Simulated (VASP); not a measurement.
# BaS (Fm-3m) in VASP: further runs, part 2 of 2

VASP 6.6.1. Earlier steps stand in the parts before.

## Step 3: Band structure, HSE03

POSCAR reads:

```
BaS
1.0
    0.0000000000      3.1937500000      3.1937500000
    3.1937500000      0.0000000000      3.1937500000
    3.1937500000      3.1937500000      0.0000000000
Ba S
1 1
Direct
    0.0000000000      0.0000000000      0.0000000000
    0.5000000000      0.5000000000      0.5000000000
```

INCAR.step1 reads:

```
SYSTEM = BaS
PREC = Accurate
ENCUT = 520
EDIFF = 1E-5
ISMEAR = 0
SIGMA = 0.02
LREAL = .False.
LASPH = .True.
NELM = 60
ALGO = Normal
ISIF = 2
LWAVE = .True.
LCHARG = .False.
GGA = PE
KPAR = 4
```

INCAR.step2 reads:

```
SYSTEM = BaS
PREC = Accurate
ENCUT = 520
EDIFF = 1E-6
ISMEAR = 0
SIGMA = 0.02
LREAL = .False.
LASPH = .True.
NELM = 60
ALGO = Normal
ISIF = 2
LWAVE = .False.
LCHARG = .False.
GGA = PE
LHFCALC = .True.
HFSCREEN = 0.3
PRECFOCK = Fast
ISTART = 1
KPAR = 4
```

KPOINTS reads:

```
Automatic mesh
0
Gamma
  6 6 6
  0 0 0
```

KPOINTS_OPT reads:

```
path GXWKGLUWLK,UX
8
line-mode
reciprocal
 0.0000000000  0.0000000000  0.0000000000  G
 0.5000000000  0.0000000000  0.5000000000  X

 0.5000000000  0.0000000000  0.5000000000  X
 0.5000000000  0.2500000000  0.7500000000  W

 0.5000000000  0.2500000000  0.7500000000  W
 0.3750000000  0.3750000000  0.7500000000  K

 0.3750000000  0.3750000000  0.7500000000  K
 0.0000000000  0.0000000000  0.0000000000  G

 0.0000000000  0.0000000000  0.0000000000  G
 0.5000000000  0.5000000000  0.5000000000  L

 0.5000000000  0.5000000000  0.5000000000  L
 0.6250000000  0.2500000000  0.6250000000  U

 0.6250000000  0.2500000000  0.6250000000  U
 0.5000000000  0.2500000000  0.7500000000  W

 0.5000000000  0.2500000000  0.7500000000  W
 0.5000000000  0.5000000000  0.5000000000  L

 0.5000000000  0.5000000000  0.5000000000  L
 0.3750000000  0.3750000000  0.7500000000  K

 0.6250000000  0.2500000000  0.6250000000  U
 0.5000000000  0.0000000000  0.5000000000  X
```

Potentials or basis: VASP PAW PBE potentials, release 64 (Ba_sv, S).

Run with:

```sh
> cat potpaw_PBE.64/Ba_sv/POTCAR potpaw_PBE.64/S/POTCAR > POTCAR
> cp INCAR.step1 INCAR
> mpirun -np 4 vasp_std > vasp.out
> cp INCAR.step2 INCAR
> mpirun -np 4 vasp_std > vasp.out
```

OUTCAR:

```text
SYSTEM = BaS
   PREC = Accurate
   ENCUT = 520
   EDIFF = 1E-6
   ISMEAR = 0
   LREAL = .False.
   LASPH = .True.
   NELM = 60
   ISIF = 2
   GGA = PE
   LHFCALC = .True.
   HFSCREEN = 0.3
   PRECFOCK = Fast
   ISTART = 1

 ion  position               nearest neighbor table
   1  0.000  0.000  0.000-   2 3.19   2 3.19   2 3.19   2 3.19   2 3.19   2 3.19
   2  0.500  0.500  0.500-   1 3.19   1 3.19   1 3.19   1 3.19   1 3.19   1 3.19

  LATTYP: Found a face centered cubic cell.
 ALAT       =     6.3875000000

  Lattice vectors:

 A1 = (   0.0000000000,   3.1937500000,   3.1937500000)
 A2 = (   3.1937500000,   0.0000000000,   3.1937500000)
 A3 = (   3.1937500000,   3.1937500000,   0.0000000000)

Analysis of symmetry for initial positions (statically):
=====================================================================
 Subroutine PRICEL returns:
 Original cell was already a primitive cell.

 Routine SETGRP: Setting up the symmetry group for a
 face centered cubic supercell.

 Subroutine GETGRP returns: Found 48 space group operations
 (whereof 48 operations were pure point group operations)
 out of a pool of 48 trial point group operations.
[... 175 lines left out ...]
      3     -10.8373      2.00000
      4     -10.8373      2.00000
      5     -10.4536      2.00000
      6       0.9153      2.00000
      7       0.9153      2.00000
      8       0.9153      2.00000
      9       5.3021      0.00000
     10       5.6059      0.00000
     11       5.6059      0.00000
     12       5.6059      0.00000
[... 211 lines left out ...]
 k-point    16 :      -0.3333    0.5000    0.1667
  band No.  band energies     occupation
      1     -26.7450      2.00000
      2     -11.4618      2.00000
      3     -11.2825      2.00000
      4     -11.1245      2.00000
      5      -9.7646      2.00000
      6      -0.0306      2.00000
      7       0.3514      2.00000
      8       0.5204      2.00000
      9       4.8663      0.00000
     10       7.3425      0.00000
     11       8.0606      0.00000
     12       8.8605      0.00000

------------------------ aborting loop because EDIFF is reached ----------------------------------------

  FORCE on cell =-STRESS in cart. coord.  units (eV):
  Direction    XX          YY          ZZ          XY          YZ          ZX
  --------------------------------------------------------------------------------------
  -------------------------------------------------------------------------------------
  Total        0.4153640      0.4153640      0.4153640      0.0000000      0.0000000      0.0000000
  in kB       10.2142537     10.2142537     10.2142537      0.0000000      0.0000000      0.0000000
  external PRESSURE =      10.2142537 kB  Pullay stress =       0.0000000 kB

 VOLUME and BASIS-vectors are now :
 -----------------------------------------------------------------------------
  energy-cutoff  :      520.00
  volume of cell :       65.15
      direct lattice vectors                 reciprocal lattice vectors
     0.000000000  3.193750000  3.193750000    -0.156555773  0.156555773  0.156555773
     3.193750000  0.000000000  3.193750000     0.156555773 -0.156555773  0.156555773
     3.193750000  3.193750000  0.000000000     0.156555773  0.156555773 -0.156555773

 POSITION                                       TOTAL-FORCE (eV/Angst)
 -----------------------------------------------------------------------------------
      0.00000      0.00000      0.00000        -0.000000     -0.000000     -0.000000
      3.19375      3.19375      3.19375         0.000000      0.000000      0.000000
 -----------------------------------------------------------------------------------
    total drift:                               -0.000000     -0.000000     -0.000000

  FREE ENERGIE OF THE ION-ELECTRON SYSTEM (eV)
  ---------------------------------------------------
  free  energy   TOTEN  =       -11.3206296505 eV

  energy  without entropy=      -11.3206296505  energy(sigma->0) =      -11.32062965
```

OUTCAR.step1:

```text
SYSTEM = BaS
   PREC = Accurate
   ENCUT = 520
   EDIFF = 1E-5
   ISMEAR = 0
   LREAL = .False.
   LASPH = .True.
[... 452 lines left out ...]
      0.00000      0.00000      0.00000         0.000000      0.000000     -0.000000
      3.19375      3.19375      3.19375         0.000000     -0.000000      0.000000
 -----------------------------------------------------------------------------------
    total drift:                                0.000000      0.000000      0.000000

  FREE ENERGIE OF THE ION-ELECTRON SYSTEM (eV)
  ---------------------------------------------------
  free  energy   TOTEN  =       -10.1845855320 eV

  energy  without entropy=      -10.1845855320  energy(sigma->0) =      -10.18458553
```

OSZICAR.step1:

```text
N       E                     dE             d eps       ncg     rms          rms(c)
DAV:   1     0.942855175992E+02    0.94286E+02   -0.70595E+03   384   0.116E+03
DAV:   2    -0.440734088298E+01   -0.98693E+02   -0.91123E+02   552   0.200E+02
DAV:   3    -0.104998241504E+02   -0.60925E+01   -0.59554E+01   484   0.529E+01
DAV:   4    -0.106623734200E+02   -0.16255E+00   -0.16229E+00   548   0.876E+00
DAV:   5    -0.106657979916E+02   -0.34246E-02   -0.34242E-02   496   0.109E+00    0.481E+00
DAV:   6    -0.101657372998E+02    0.50006E+00   -0.11450E+00   448   0.618E+00    0.336E+00
DAV:   7    -0.101697695577E+02   -0.40323E-02   -0.27094E-01   576   0.302E+00    0.216E+00
DAV:   8    -0.101804709221E+02   -0.10701E-01   -0.23953E-02   460   0.121E+00    0.447E-01
DAV:   9    -0.101835809044E+02   -0.31100E-02   -0.56723E-03   468   0.667E-01    0.173E-01
DAV:  10    -0.101845247205E+02   -0.94382E-03   -0.11085E-03   448   0.270E-01    0.371E-02
DAV:  11    -0.101845814338E+02   -0.56713E-04   -0.86465E-05   472   0.626E-02    0.219E-02
DAV:  12    -0.101845855320E+02   -0.40982E-05   -0.63281E-06   320   0.190E-02
   1 F= -.10184586E+02 E0= -.10184586E+02  d E =-.216701E-19
```

It took 11 min on 4 MPI ranks of Intel Xeon 6975P-C (Granite Rapids), shared host; peak memory 0.39 GiB.

Results:

* Free energy: -11.3206 eV
* Pressure: 1.0 GPa
* Band gap on the k mesh: 2.82 eV, indirect (least direct gap 2.97 eV)
* Band gap along the path: 2.82 eV, indirect (least direct gap 2.97 eV)

Levels at the corners of the path, in eV from the valence-band top:
| point | band 5 | band 6 | band 7 | band 8 | band 9 | band 10 | band 11 | band 12 |
| --- | --- | --- | --- | --- | --- | --- | --- | --- |
| Γ | -11.37 | 0.00 | 0.00 | 0.00 | 4.39 | 4.69 | 4.69 | 4.69 |
| X | -11.26 | -0.57 | -0.15 | -0.15 | 2.82 | 6.87 | 6.97 | 8.57 |
| X | -11.26 | -0.57 | -0.15 | -0.15 | 2.82 | 6.87 | 6.97 | 8.57 |
| W | -10.53 | -1.18 | -0.51 | -0.51 | 5.10 | 5.10 | 7.27 | 7.83 |
| W | -10.53 | -1.18 | -0.51 | -0.51 | 5.10 | 5.10 | 7.27 | 7.83 |
| K | -10.59 | -0.99 | -0.64 | -0.57 | 4.05 | 6.88 | 7.59 | 7.77 |
| K | -10.59 | -0.99 | -0.64 | -0.57 | 4.05 | 6.88 | 7.59 | 7.76 |
| Γ | -11.37 | 0.00 | 0.00 | 0.00 | 4.39 | 4.69 | 4.69 | 4.69 |
| Γ | -11.37 | 0.00 | 0.00 | 0.00 | 4.39 | 4.69 | 4.69 | 4.69 |
| L | -9.84 | -2.03 | -1.13 | -1.13 | 6.45 | 6.46 | 7.31 | 7.31 |
| L | -9.84 | -2.03 | -1.13 | -1.13 | 6.45 | 6.46 | 7.31 | 7.31 |
| U | -10.59 | -0.99 | -0.64 | -0.57 | 4.05 | 6.88 | 7.59 | 7.76 |
| U | -10.59 | -0.99 | -0.64 | -0.57 | 4.05 | 6.88 | 7.59 | 7.77 |
| W | -10.53 | -1.18 | -0.51 | -0.51 | 5.10 | 5.10 | 7.28 | 7.83 |
| W | -10.53 | -1.18 | -0.51 | -0.51 | 5.10 | 5.10 | 7.27 | 7.83 |
| L | -9.84 | -2.03 | -1.13 | -1.13 | 6.45 | 6.46 | 7.31 | 7.31 |
| L | -9.84 | -2.03 | -1.13 | -1.13 | 6.45 | 6.46 | 7.31 | 7.31 |
| K | -10.59 | -0.99 | -0.64 | -0.57 | 4.05 | 6.88 | 7.59 | 7.77 |
| U | -10.59 | -0.99 | -0.64 | -0.57 | 4.05 | 6.88 | 7.59 | 7.77 |
| X | -11.26 | -0.57 | -0.15 | -0.15 | 2.82 | 6.87 | 6.97 | 8.57 |

Caveat: the PAW data sets were made with another functional, which shifts forces and pressure a little; spin-orbit coupling is left out, which moves the levels of the heavy elements.

## Step 4: Band structure, PBE0

POSCAR is that of step 3.

INCAR.step1 is that of step 3.

INCAR.step2: that of step 3 with these lines changed.

```diff
@@ -15,4 +15,5 @@
 LHFCALC = .True.
-HFSCREEN = 0.3
+AEXX = 0.25
 PRECFOCK = Fast
+HFRCUT = -1
 ISTART = 1
```

KPOINTS is that of step 3.

KPOINTS_OPT is that of step 3.

Run with:

```sh
> cat potpaw_PBE.64/Ba_sv/POTCAR potpaw_PBE.64/S/POTCAR > POTCAR
> cp INCAR.step1 INCAR
> mpirun -np 4 vasp_std > vasp.out
> cp INCAR.step2 INCAR
> mpirun -np 4 vasp_std > vasp.out
```

Run time: 12 min. Hardware: 4 MPI ranks of Intel Xeon 6975P-C (Granite Rapids), shared host; peak memory 0.3 GiB.

It converged, with:

```
Free energy             : -12.1068 eV
Pressure                : 1.0 GPa
Band gap on the k mesh  : 3.71 eV, indirect (least direct gap 3.87 eV)
Band gap along the path : 3.71 eV, indirect (least direct gap 3.87 eV)
```

Levels at the corners of the path, in eV from the valence-band top:
```tsv
point	band 4	band 5	band 6	band 7	band 8	band 9	band 10	band 11	band 12
Γ	-11.85	-11.50	0.00	0.00	0.00	5.25	5.64	5.64	5.64
X	-12.06	-11.39	-0.63	-0.17	-0.17	3.71	7.83	7.91	9.57
X	-12.06	-11.39	-0.63	-0.17	-0.17	3.71	7.83	7.91	9.57
W	-12.23	-10.64	-1.24	-0.56	-0.56	6.04	6.04	8.24	8.79
W	-12.23	-10.64	-1.24	-0.56	-0.56	6.04	6.04	8.24	8.79
K	-12.00	-10.70	-1.04	-0.67	-0.63	4.97	7.84	8.56	8.76
K	-12.00	-10.70	-1.04	-0.67	-0.63	4.97	7.84	8.56	8.75
Γ	-11.85	-11.50	0.00	0.00	0.00	5.25	5.64	5.64	5.64
Γ	-11.85	-11.50	0.00	0.00	0.00	5.25	5.64	5.64	5.64
L	-11.88	-9.94	-2.13	-1.19	-1.19	7.34	7.44	8.30	8.30
L	-11.88	-9.94	-2.13	-1.19	-1.19	7.34	7.44	8.30	8.30
U	-12.00	-10.70	-1.04	-0.67	-0.63	4.97	7.84	8.56	8.75
U	-12.00	-10.70	-1.04	-0.67	-0.63	4.97	7.84	8.56	8.76
W	-12.23	-10.64	-1.24	-0.56	-0.56	6.04	6.04	8.24	8.79
W	-12.23	-10.64	-1.24	-0.56	-0.56	6.04	6.04	8.24	8.79
L	-11.88	-9.94	-2.13	-1.19	-1.19	7.34	7.44	8.30	8.30
L	-11.88	-9.94	-2.13	-1.19	-1.19	7.34	7.44	8.30	8.30
K	-12.00	-10.70	-1.04	-0.67	-0.63	4.97	7.84	8.56	8.75
U	-12.00	-10.70	-1.04	-0.67	-0.63	4.97	7.84	8.56	8.76
X	-12.06	-11.39	-0.63	-0.17	-0.17	3.71	7.83	7.91	9.57
```

Caveat: the PAW data sets were made with another functional, which shifts forces and pressure a little; spin-orbit coupling is left out, which moves the levels of the heavy elements.

## Step 5: The runs side by side

```tsv
level	screening parameter	exchange at q = 0	gap on the mesh (eV)	pressure (GPa)
HSE06	0.2 1/A	-	3.04	1.0
HSE03	-	-	2.82	1.0
PBE0	-	truncated	3.71	1.0
```

Alike in all rows: task band structure; potentials or basis VASP PAW PBE potentials, release 64 (Ba_sv, S); no spin polarisation; cell as given; k mesh 6 × 6 × 6; cutoff (eV) 520; smearing gaussian 0.02 eV.

On the cell as given the gap runs from 2.82 eV (HSE03) to 3.71 eV (PBE0).

Caveats: the PAW data sets were made with another functional, which shifts forces and pressure a little; spin-orbit coupling is left out, which moves the levels of the heavy elements.

Absolute energies hang on the potentials; compare differences alone.

## Step 6: Comparison with measurements

Step 2. Measured gap of BaS: 3.806 eV (indirect; 2 K; a printed reference work, monograph, original work of 1988). This calculation gives 3.04 eV (-0.77 eV). Spin-orbit coupling on Ba is left out. The value is that of HSE06, without temperature or zero-point motion.

Step 3. A measured gap of BaS is 3.806 eV (indirect; 2 K; a printed reference work, monograph, original work of 1988); the calculated 2.82 eV misses it by -0.99 eV. Spin-orbit coupling on Ba is left out. The value is that of HSE03, without temperature or zero-point motion.

Step 4. A measured gap of BaS is 3.806 eV (indirect; 2 K; a printed reference work, monograph, original work of 1988); the calculated 3.71 eV misses it by -0.10 eV. Spin-orbit coupling on Ba is left out. The value is that of PBE0, without temperature or zero-point motion.
